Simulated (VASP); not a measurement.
# NiO (Fm-3m) in VASP: a series of runs, part 3 of 4

VASP 6.6.1. Earlier steps stand in the parts before.

**5. Band structure, PBE, collinear spin, ferromagnetic start**

The input, POSCAR:

```
NiO
1.0
    0.0000000000      2.0859016414      2.0859016414
    2.0859016414      0.0000000000      2.0859016414
    2.0859016414      2.0859016414      0.0000000000
Ni O
1 1
Direct
    0.0000000000      0.0000000000      0.0000000000
    0.5000000000      0.5000000000      0.5000000000
```

The input, INCAR.step1:

```
SYSTEM = NiO
ALGO = Fast
EDIFF = 1E-6
ENCUT = 500
GGA = PE
ISIF = 2
ISMEAR = -1
ISPIN = 2
LASPH = .True.
LCHARG = .True.
LMAXMIX = 4
LORBIT = 11
LREAL = .False.
LWAVE = .False.
MAGMOM = 1 0
NBANDS = 19
NELM = 120
PREC = Accurate
SIGMA = 0.05
```

The input, KPOINTS.step1:

```
k-points
0
Gamma
  11 11 11
  0 0 0
```

The input, INCAR.step2:

```
SYSTEM = NiO
ALGO = Fast
EDIFF = 1E-6
ENCUT = 500
GGA = PE
ICHARG = 11
ISIF = 2
ISMEAR = 0
ISPIN = 2
LASPH = .True.
LCHARG = .False.
LMAXMIX = 4
LORBIT = 11
LREAL = .False.
LWAVE = .False.
MAGMOM = 1 0
NBANDS = 19
NELM = 120
PREC = Accurate
SIGMA = 0.05
```

The input, KPOINTS.step2:

```
path GXWKGLUWLK,UX
20
line-mode
reciprocal
 0.0000000000  0.0000000000  0.0000000000  G
 0.5000000000  0.0000000000  0.5000000000  X

 0.5000000000  0.0000000000  0.5000000000  X
 0.5000000000  0.2500000000  0.7500000000  W

 0.5000000000  0.2500000000  0.7500000000  W
 0.3750000000  0.3750000000  0.7500000000  K

 0.3750000000  0.3750000000  0.7500000000  K
 0.0000000000  0.0000000000  0.0000000000  G

 0.0000000000  0.0000000000  0.0000000000  G
 0.5000000000  0.5000000000  0.5000000000  L

 0.5000000000  0.5000000000  0.5000000000  L
 0.6250000000  0.2500000000  0.6250000000  U

 0.6250000000  0.2500000000  0.6250000000  U
 0.5000000000  0.2500000000  0.7500000000  W

 0.5000000000  0.2500000000  0.7500000000  W
 0.5000000000  0.5000000000  0.5000000000  L

 0.5000000000  0.5000000000  0.5000000000  L
 0.3750000000  0.3750000000  0.7500000000  K

 0.6250000000  0.2500000000  0.6250000000  U
 0.5000000000  0.0000000000  0.5000000000  X
```

Potentials or basis: VASP PAW PBE potentials, release 64 (Ni, O).

Launch:

```bash
cat potpaw_PBE.64/Ni/POTCAR potpaw_PBE.64/O/POTCAR > POTCAR
cp INCAR.step1 INCAR
cp KPOINTS.step1 KPOINTS
mpirun -np 1 vasp_std > vasp.out
cp INCAR.step2 INCAR
cp KPOINTS.step2 KPOINTS
mpirun -np 1 vasp_std > vasp.out
```

OUTCAR:

```text
SYSTEM = NiO
   EDIFF = 1E-6
   ENCUT = 500
   GGA = PE
   ICHARG = 11
   ISIF = 2
   ISMEAR = 0
   ISPIN = 2
   LASPH = .True.
   LORBIT = 11
   LREAL = .False.
   NELM = 120
   PREC = Accurate

 ion  position               nearest neighbor table
   1  0.000  0.000  0.000-   2 2.09   2 2.09   2 2.09   2 2.09   2 2.09   2 2.09
   2  0.500  0.500  0.500-   1 2.09   1 2.09   1 2.09   1 2.09   1 2.09   1 2.09

  LATTYP: Found a face centered cubic cell.
 ALAT       =     4.1718032828

  Lattice vectors:

 A1 = (   0.0000000000,   2.0859016414,   2.0859016414)
 A2 = (   2.0859016414,   0.0000000000,   2.0859016414)
 A3 = (   2.0859016414,   2.0859016414,   0.0000000000)

Analysis of symmetry for initial positions (statically):
=====================================================================
 Subroutine PRICEL returns:
 Original cell was already a primitive cell.

 Routine SETGRP: Setting up the symmetry group for a
 face centered cubic supercell.

 Subroutine GETGRP returns: Found 48 space group operations
 (whereof 48 operations were pure point group operations)
 out of a pool of 48 trial point group operations.

The static configuration has the point symmetry O_h .

Analysis of symmetry for dynamics (positions and initial velocities):
=====================================================================
 Subroutine PRICEL returns:
 Original cell was already a primitive cell.

 Routine SETGRP: Setting up the symmetry group for a
 face centered cubic supercell.

 Subroutine GETGRP returns: Found 48 space group operations
 (whereof 48 operations were pure point group operations)
 out of a pool of 48 trial point group operations.

The dynamic configuration has the point symmetry O_h .

Analysis of structural, dynamic, and magnetic symmetry:
=====================================================================
 Subroutine PRICEL returns:
 Original cell was already a primitive cell.

 Routine SETGRP: Setting up the symmetry group for a
 face centered cubic supercell.

 Subroutine GETGRP returns: Found 48 space group operations
 (whereof 48 operations were pure point group operations)
 out of a pool of 48 trial point group operations.

The overall configuration has the point symmetry O_h .

 Subroutine INISYM returns: Found 48 space group operations
 (whereof 48 operations are pure point group operations),
 and found     1 'primitive' translations

----------------------------------------------------------------------------------------

                                     Primitive cell

  volume of cell :      18.1515

  direct lattice vectors                    reciprocal lattice vectors
     0.000000000  2.085901641  2.085901641    -0.239704495  0.239704495  0.239704495
     2.085901641  0.000000000  2.085901641     0.239704495 -0.239704495  0.239704495
     2.085901641  2.085901641  0.000000000     0.239704495  0.239704495 -0.239704495

  length of vectors
     2.949910391  2.949910391  2.949910391     0.415180364  0.415180364  0.415180364

  position of ions in fractional coordinates (direct lattice)
     0.000000000  0.000000000  0.000000000
     0.500000000  0.500000000  0.500000000

  ion indices of the primitive-cell ions
   primitive index   ion index
                 1           1
                 2           2
[... 60 lines left out ...]
   ISPIN  =      2    spin polarized calculation?
   LNONCOLLINEAR =      F non collinear calculations
   LSORBIT =      F    spin-orbit coupling
   LASPH  =      T    aspherical Exc in radial PAW
   ENCUT  =  500.0 eV  36.75 Ry    6.06 a.u.   5.38  5.38  5.38*2*pi/ulx,y,z
   NELM   =    120;   NELMIN=  2; NELMDL=  0     # of ELM steps
   EDIFF  = 0.1E-05   stopping-criterion for ELM
   LREAL  =      F    real-space projection
   EDIFFG = 0.1E-04   stopping-criterion for IOM
   NSW    =      0    number of steps for IOM
   IBRION =     -1    ionic relax: 0-MD 1-quasi-New 2-CG
   NFREE  =      0    steps in history (QN), initial steepest desc. (CG)
   ISIF   =      2    stress and relaxation
[... 14 lines left out ...]
  volume/ion in A,a.u.               =       9.08        61.25
  Fermi-wavevector in a.u.,A,eV,Ry     =   1.569680  2.966264 33.523312  2.463894
  Thomas-Fermi vector in A             =   2.671526
   LORBIT       =     11    0 simple, 1 ext, 2 COOP (PROOUT), +10 PAW based schemes
   GGA     = PE    functional components
   LHFCALC =     F    Hartree Fock is set to
   AEXX    =    0.0000 exact exchange contribution
   IVDW    =     0    specifies the selected vdW correction
   LEPSILON=     F    determine dielectric tensor
   LRPA    =     F    only Hartree local field effects (RPA)
 spin polarized calculation
 RMM-DIIS sequential band-by-band and
 Gauss-broadening in eV      SIGMA  =   0.05
  energy-cutoff  :      500.00
  volume of cell :       18.15
 maximum number of plane-waves:       479
 NGX is ok and might be reduce to    24

 number of electron      16.0000001 magnetization       1.6704756

 Free energy of the ion-electron system (eV)
  ---------------------------------------------------
  ext. energy  EPLUGINS =         0.00000000
  ---------------------------------------------------
  free energy    TOTEN  =       -11.53372713 eV

  energy without entropy =      -11.53280547  energy(sigma->0) =      -11.53326630

 E-fermi :   7.9019     XC(G=0): -12.6999

 val. band max:        7.9012375865   @ k =   0.5329   0.4342   0.5329
 cond. band min:       7.9111189371   @ k =   0.5000   0.0658   0.5658
 fundamental gap:      0.0098813505
 Fermi energy:         7.9018737757

 spin component 1

 k-point     1 :       0.0000    0.0000    0.0000
  band No.  band energies     occupation
      1     -12.4613      1.00000
      2       4.8809      1.00000
      3       4.8810      1.00000
      4       4.9272      1.00000
      5       4.9272      1.00000
      6       4.9272      1.00000
[... 517 lines left out ...]
     18      40.6531      0.00000
     19      41.7354      0.00000

 [... further k-points ...]

 spin component 2

 k-point     1 :       0.0000    0.0000    0.0000
  band No.  band energies     occupation
      1     -12.0532      1.00000
      2       5.3997      1.00000
      3       5.3997      1.00000
      4       5.3997      1.00000
      5       6.1055      1.00000
      6       6.1057      1.00000
[... 517 lines left out ...]
     18      41.2077      0.00000
     19      41.8579      0.00000

 [... further k-points ...]

------------------------ aborting loop because EDIFF is reached ----------------------------------------

  FORCE on cell =-STRESS in cart. coord.  units (eV):
  Direction    XX          YY          ZZ          XY          YZ          ZX
  --------------------------------------------------------------------------------------
  -------------------------------------------------------------------------------------
  Total       -1.2522261     -1.2522261     -1.2522261      0.0000000      0.0000000     -0.0000000
  in kB     -110.5304338   -110.5304338   -110.5304338      0.0000000      0.0000000     -0.0000000
  external PRESSURE =    -110.5304338 kB  Pullay stress =       0.0000000 kB

 VOLUME and BASIS-vectors are now :
 -----------------------------------------------------------------------------
  energy-cutoff  :      500.00
  volume of cell :       18.15
      direct lattice vectors                 reciprocal lattice vectors
     0.000000000  2.085901641  2.085901641    -0.239704495  0.239704495  0.239704495
     2.085901641  0.000000000  2.085901641     0.239704495 -0.239704495  0.239704495
     2.085901641  2.085901641  0.000000000     0.239704495  0.239704495 -0.239704495

 POSITION                                       TOTAL-FORCE (eV/Angst)
 -----------------------------------------------------------------------------------
      0.00000      0.00000      0.00000        -0.000000     -0.000000     -0.000000
      2.08590      2.08590      2.08590         0.000000      0.000000      0.000000
 -----------------------------------------------------------------------------------
    total drift:                                0.000000     -0.000000     -0.000000

  FREE ENERGIE OF THE ION-ELECTRON SYSTEM (eV)
  ---------------------------------------------------
  free  energy   TOTEN  =       -11.5337271307 eV

  energy  without entropy=      -11.5328054716  energy(sigma->0) =      -11.53326630

 total charge

# of ion       s       p       d       tot
------------------------------------------
    1        0.277   0.481   8.229   8.987
    2        1.554   3.413   0.000   4.967
--------------------------------------------------
tot          1.831   3.894   8.229  13.954

 magnetization (x)

# of ion       s       p       d       tot
------------------------------------------
    1        0.013   0.006   1.231   1.250
    2        0.027   0.116   0.000   0.143
--------------------------------------------------
tot          0.040   0.122   1.231   1.393
```

Run time: 42 s. Hardware: 1 thread of Intel Xeon 6975P-C (Granite Rapids), shared host; peak memory 0.22 GiB.

Results:

```yaml
Band_gap_along_the_path: none (metal or under the smearing width)
Net_moment: 1.67 μB per cell
```

Levels at the corners of the path, in eV from the Fermi level:
Spin up:
```
point  band 7  band 8  band 9  band 10  band 11  band 12
    Γ   -2.62   -2.62   -2.62     1.55    17.86    18.95
    X   -2.17   -1.61   -1.61     6.16    10.58    12.24
    X   -2.17   -1.61   -1.61     6.16    10.58    12.24
    W   -1.87   -1.61   -1.20     8.50    10.68    10.68
    W   -1.87   -1.61   -1.20     8.50    10.68    10.68
    K   -1.74   -1.50   -1.12     7.81    10.32    10.52
    K   -1.74   -1.50   -1.12     7.81    10.32    10.52
    Γ   -2.62   -2.62   -2.62     1.55    17.86    18.95
    Γ   -2.62   -2.62   -2.62     1.55    17.86    18.95
    L   -1.39    0.33    0.33     5.60     9.99    14.03
    L   -1.39    0.33    0.33     5.60     9.99    14.03
    U   -1.74   -1.50   -1.12     7.81    10.32    10.52
    U   -1.74   -1.50   -1.12     7.81    10.32    10.52
    W   -1.87   -1.61   -1.20     8.50    10.68    10.68
    W   -1.87   -1.61   -1.20     8.50    10.68    10.68
    L   -1.39    0.33    0.33     5.60     9.99    14.03
    L   -1.39    0.33    0.33     5.60     9.99    14.03
    K   -1.74   -1.50   -1.12     7.81    10.32    10.52
    U   -1.74   -1.50   -1.12     7.81    10.32    10.52
    X   -2.17   -1.61   -1.61     6.16    10.58    12.24
```
Spin down:
```csv
point,band 3,band 4,band 5,band 6,band 7,band 8,band 9,band 10,band 11,band 12
Γ,-2.55,-2.55,-1.85,-1.85,-1.85,-0.64,-0.64,1.88,17.80,19.16
X,-3.90,-3.90,-2.83,-0.75,-0.75,-0.22,0.33,6.59,10.91,12.49
X,-3.90,-3.90,-2.83,-0.75,-0.75,-0.22,0.33,6.59,10.91,12.49
W,-5.81,-5.23,-1.09,-1.09,-0.75,0.20,0.95,9.02,10.98,10.98
W,-5.81,-5.23,-1.09,-1.09,-0.75,0.20,0.95,9.02,10.98,10.98
K,-5.87,-4.46,-1.66,-0.89,-0.67,0.46,0.96,8.24,10.64,10.83
K,-5.87,-4.46,-1.66,-0.89,-0.67,0.46,0.96,8.24,10.64,10.83
Γ,-2.55,-2.55,-1.85,-1.85,-1.85,-0.64,-0.64,1.88,17.80,19.16
Γ,-2.55,-2.55,-1.85,-1.85,-1.85,-0.64,-0.64,1.88,17.80,19.16
L,-4.87,-4.87,-0.95,-0.95,-0.58,2.18,2.18,5.76,10.48,14.31
L,-4.87,-4.87,-0.95,-0.95,-0.58,2.18,2.18,5.76,10.48,14.31
U,-5.87,-4.46,-1.66,-0.89,-0.67,0.46,0.96,8.24,10.64,10.83
U,-5.87,-4.46,-1.66,-0.89,-0.67,0.46,0.96,8.24,10.64,10.83
W,-5.81,-5.23,-1.09,-1.09,-0.75,0.20,0.95,9.02,10.98,10.98
W,-5.81,-5.23,-1.09,-1.09,-0.75,0.20,0.95,9.02,10.98,10.98
L,-4.87,-4.87,-0.95,-0.95,-0.58,2.18,2.18,5.76,10.48,14.31
L,-4.87,-4.87,-0.95,-0.95,-0.58,2.18,2.18,5.76,10.48,14.31
K,-5.87,-4.46,-1.66,-0.89,-0.67,0.46,0.96,8.24,10.64,10.83
U,-5.87,-4.46,-1.66,-0.89,-0.67,0.46,0.96,8.24,10.64,10.83
X,-3.90,-3.90,-2.83,-0.75,-0.75,-0.22,0.33,6.59,10.91,12.49
```

Caveat: the log is that of the step along the path at fixed density, whose energy, stress, charges and moments have no meaning; a cell with one magnetic atom can't hold antiferromagnetic order, which such compounds often take; semilocal functionals often make such compounds metallic where correlation or magnetic order opens a gap, which also shifts bond lengths.

**6. Band structure, PBE, collinear spin, ferromagnetic start**

POSCAR is that of step 5.

The input, INCAR.step1:

```
SYSTEM = NiO
PREC = Accurate
ENCUT = 520
EDIFF = 1E-7
ISMEAR = -1
SIGMA = 0.05
LREAL = .FALSE.
LASPH = .TRUE.
NELM = 120
ALGO = Normal
ISIF = 2
LWAVE = .FALSE.
LCHARG = .TRUE.
ISPIN = 2
MAGMOM = 1 0
LORBIT = 11
LMAXMIX = 4
GGA = PE
NBANDS = 22
```

The input, KPOINTS.step1:

```
Automatic mesh
0
G
  11 11 11
  0 0 0
```

The input, INCAR.step2:

```
SYSTEM = NiO
PREC = Accurate
ENCUT = 520
EDIFF = 1E-7
ISMEAR = 0
SIGMA = 0.05
LREAL = .FALSE.
LASPH = .TRUE.
NELM = 120
ALGO = Normal
ISIF = 2
LWAVE = .FALSE.
LCHARG = .FALSE.
ISPIN = 2
MAGMOM = 1 0
LORBIT = 11
LMAXMIX = 4
GGA = PE
NBANDS = 22
ICHARG = 11
```

Edit KPOINTS.step2 of step 5 so:

```diff
@@ -1,3 +1,3 @@
 path GXWKGLUWLK,UX
-20
+10
 line-mode
```

Potentials or basis: VASP PAW PBE potentials, release 64 (Ni_pv, O).

Launch:

```bash
cat potpaw_PBE.64/Ni_pv/POTCAR potpaw_PBE.64/O/POTCAR > POTCAR
cp INCAR.step1 INCAR
cp KPOINTS.step1 KPOINTS
mpirun -np 1 vasp_std > vasp.out
cp INCAR.step2 INCAR
cp KPOINTS.step2 KPOINTS
mpirun -np 1 vasp_std > vasp.out
```

Run time: 36 s. Hardware: 1 thread of Intel Xeon 6975P-C (Granite Rapids), shared host; peak memory 0.18 GiB.

It converged, with:

| Quantity | Value |
| --- | --- |
| Band gap along the path | none (metal or under the smearing width) |
| Net moment | 1.72 μB per cell |

Levels at the corners of the path, in eV from the Fermi level:
Spin up:
| point | band 9 | band 10 | band 11 | band 12 | band 13 | band 14 | band 15 | band 16 |
| --- | --- | --- | --- | --- | --- | --- | --- | --- |
| Γ | -3.05 | -2.65 | -2.65 | -2.65 | 1.49 | 17.81 | 18.85 | 18.85 |
| X | -2.77 | -2.21 | -1.63 | -1.63 | 6.08 | 10.54 | 12.18 | 16.61 |
| X | -2.77 | -2.21 | -1.63 | -1.63 | 6.08 | 10.54 | 12.18 | 16.61 |
| W | -1.90 | -1.90 | -1.63 | -1.23 | 8.44 | 10.64 | 10.64 | 13.40 |
| W | -1.90 | -1.90 | -1.63 | -1.23 | 8.44 | 10.64 | 10.64 | 13.40 |
| K | -1.84 | -1.75 | -1.52 | -1.16 | 7.74 | 10.28 | 10.48 | 15.81 |
| K | -1.84 | -1.75 | -1.52 | -1.16 | 7.74 | 10.28 | 10.48 | 15.81 |
| Γ | -3.05 | -2.65 | -2.65 | -2.65 | 1.49 | 17.81 | 18.85 | 18.85 |
| Γ | -3.05 | -2.65 | -2.65 | -2.65 | 1.49 | 17.81 | 18.85 | 18.85 |
| L | -1.94 | -1.41 | 0.30 | 0.30 | 5.54 | 9.95 | 13.99 | 13.99 |
| L | -1.94 | -1.41 | 0.30 | 0.30 | 5.54 | 9.95 | 13.99 | 13.99 |
| U | -1.84 | -1.75 | -1.52 | -1.16 | 7.74 | 10.28 | 10.48 | 15.81 |
| U | -1.84 | -1.75 | -1.52 | -1.16 | 7.74 | 10.28 | 10.48 | 15.81 |
| W | -1.90 | -1.90 | -1.63 | -1.23 | 8.44 | 10.64 | 10.64 | 13.40 |
| W | -1.90 | -1.90 | -1.63 | -1.23 | 8.44 | 10.64 | 10.64 | 13.40 |
| L | -1.94 | -1.41 | 0.30 | 0.30 | 5.54 | 9.95 | 13.99 | 13.99 |
| L | -1.94 | -1.41 | 0.30 | 0.30 | 5.54 | 9.95 | 13.99 | 13.99 |
| K | -1.84 | -1.75 | -1.52 | -1.16 | 7.74 | 10.28 | 10.48 | 15.81 |
| U | -1.84 | -1.75 | -1.52 | -1.16 | 7.74 | 10.28 | 10.48 | 15.81 |
| X | -2.77 | -2.21 | -1.63 | -1.63 | 6.08 | 10.54 | 12.18 | 16.61 |
Spin down:
```csv
point,band 8,band 9,band 10,band 11,band 12,band 13
Γ,-1.85,-1.85,-1.85,-0.60,-0.60,1.84
X,-2.84,-0.74,-0.74,-0.17,0.38,6.53
X,-2.84,-0.74,-0.74,-0.17,0.38,6.53
W,-1.09,-1.09,-0.74,0.25,0.99,8.97
W,-1.09,-1.09,-0.74,0.25,0.99,8.97
K,-1.66,-0.88,-0.66,0.51,1.01,8.18
K,-1.66,-0.88,-0.66,0.51,1.01,8.18
Γ,-1.85,-1.85,-1.85,-0.60,-0.60,1.84
Γ,-1.85,-1.85,-1.85,-0.60,-0.60,1.84
L,-0.94,-0.94,-0.57,2.23,2.23,5.71
L,-0.94,-0.94,-0.57,2.23,2.23,5.71
U,-1.66,-0.88,-0.66,0.51,1.01,8.18
U,-1.66,-0.88,-0.66,0.51,1.01,8.18
W,-1.09,-1.09,-0.74,0.25,0.99,8.97
W,-1.09,-1.09,-0.74,0.25,0.99,8.97
L,-0.94,-0.94,-0.57,2.23,2.23,5.71
L,-0.94,-0.94,-0.57,2.23,2.23,5.71
K,-1.66,-0.88,-0.66,0.51,1.01,8.18
U,-1.66,-0.88,-0.66,0.51,1.01,8.18
X,-2.84,-0.74,-0.74,-0.17,0.38,6.53
```

Caveat: the log is that of the step along the path at fixed density, whose energy, stress, charges and moments have no meaning; a cell with one magnetic atom can't hold antiferromagnetic order, which such compounds often take; semilocal functionals often make such compounds metallic where correlation or magnetic order opens a gap, which also shifts bond lengths.

**7. For comparison**

An earlier run on the cell as given: functional PBEsol; potentials or basis VASP PAW PBE potentials, release 64 (Ni, O); cutoff 520 eV; k mesh 11 × 11 × 11; occupations fermi-dirac, width 0.05 eV; collinear spin, ferromagnetic start; starting moments [1.0, 0.0] μB.

- Pressure: -7.6 GPa
- Band gap on the k mesh: none (metal or under the smearing width)
- Net moment: 1.34 μB per cell
- Site moments: Ni +1.12; O +0.19 μB
- Valence electrons inside the program's atomic spheres: Ni 9.04; O 4.93

**8. The runs side by side**

```csv
task,level,potentials or basis,cutoff (eV),ladder,gap on the mesh (eV),pressure (GPa),moment (μB)
band structure,SCAN,"VASP PAW PBE potentials, release 64 (Ni, O)",520,-,0.92,1.8,2.00
band structure,rSCAN,"VASP PAW PBE potentials, release 64 (Ni, O)",520,-,0.66,1.6,2.00
band structure,TPSS,"VASP PAW PBE potentials, release 64 (Ni, O)",520,-,-,4.5,1.95
band structure,PBE,"VASP PAW PBE potentials, release 64 (Ni, O)",500,-,-,-,1.67
band structure,PBE,"VASP PAW PBE potentials, release 64 (Ni_pv, O)",520,-,-,-,1.72
single point,PBEsol,"VASP PAW PBE potentials, release 64 (Ni, O)",520,free,none,-7.6,1.34
```

Alike in all rows: spin collinear, ferromagnetic start; cell as given; k mesh 11 × 11 × 11; smearing fermi-dirac 0.05 eV.

Caveats: a cell with one magnetic atom can't hold antiferromagnetic order, which such compounds often take; the PAW data sets were made with another functional, which shifts forces and pressure a little (some runs); semilocal functionals often make such compounds metallic where correlation or magnetic order opens a gap, which also shifts bond lengths (some runs).

Total energies depend on the potentials used, so only differences within one code and one set of settings carry meaning.

(Part 3 of 4 ends here.)
